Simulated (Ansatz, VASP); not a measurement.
**Two plane-wave programs on AlP**

```
Al P
1.0
     0.00000   -2.73517   -2.73517
     2.73517    0.00000   -2.73517
     2.73517   -2.73517    0.00000
Al P
1 1
Direct
  0.00000 0.00000 0.00000
  0.75000 0.75000 0.75000
```

Alike in both runs: functional PBEsol; k mesh 8 × 8 × 8; occupations gaussian, width 0.02 eV; no spin polarisation.

Ansatz relaxed the structure, and its values are those at the end. VASP's run is a single point on that final structure, the one shown.

|  | VASP | Ansatz |
| --- | --- | --- |
| version | VASP 6.6.1 | Ansatz 0.2.0 |
| potentials or method | VASP PAW PBE potentials, release 64 (Al, P) | scalar-relativistic, plane waves, PAW |
| plane-wave cutoff (eV) | 520 | 420 |
| valence electrons in the cell | 8 | 8 |

|  | VASP | Ansatz | Ansatz less VASP |
| --- | --- | --- | --- |
| gap on the k mesh at the Fermi level (eV) | 1.45 | 1.45 | +0.003 |
| least direct gap on the mesh (eV) | 3.16 | 3.15 | -0.006 |
| pressure (GPa) | 0.0 | 0.0 | -0.03 |

The functional is the same, so the differences come from potentials, cutoffs and numerics.

Caveats: the PAW data sets were made with another functional, which shifts forces and pressure a little (VASP). A hybrid or GW would open this gap; PBEsol tends to underestimate it. A k mesh can miss the band edges.
